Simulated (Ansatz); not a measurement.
Compressing C: a fit and a missing row

C, Fd-3m, a = 3.571 Å. Ansatz: PBE, PAW, 420 eV, Γ-centred 12×12×12 mesh on 2 atoms, Gaussian smearing 0.02 eV; no spin polarisation. Symmetry fixes shape and atoms, so the cell is only scaled; pressure is positive in compression.

```tsv
V (Å³/atom)	P (GPa)
5.011	?
5.182	48.59
5.353	30.07
5.524	13.99
5.694	0.04
5.865	-12.08
6.036	-22.59
6.264	-34.48
```

**Question.** Take V0 = 5.694 Å³/atom, count pressures from its P0 = 0.04 GPa, fit the third-order Birch–Murnaghan form to the other rows, and predict the missing pressure.

**Answer.** With the Eulerian strain f = ½[(V0/V)^(2/3) − 1] and y = (P − P0)/[3f(1 + 2f)^(5/2)], the form is the line y = B0 + 1.5 B0 (B0′ − 4) f. Rows (f, y): 0.03241, 426.8; 0.02101, 429.9; 0.01021, 433.0; -0.00977, 434.4; -0.01907, 435.9; -0.03081, 437.8. Means f = 0.0006633, y = 432.97; Σ(Δf)² = 0.003002, ΣΔfΔy = -0.4828; the slope is their ratio. y = 433.1 − 160.8 f GPa, so B0 = 433.1 GPa and B0′ = 4 + 2 × (-160.8)/(3 × 433.1) = 3.75. At V = 5.011, f = 0.04446, y = 425.95 and P = 70.34 GPa. The run gave 69.98 GPa, so the fit is 0.36 GPa too high, a small miss on the scale of the series.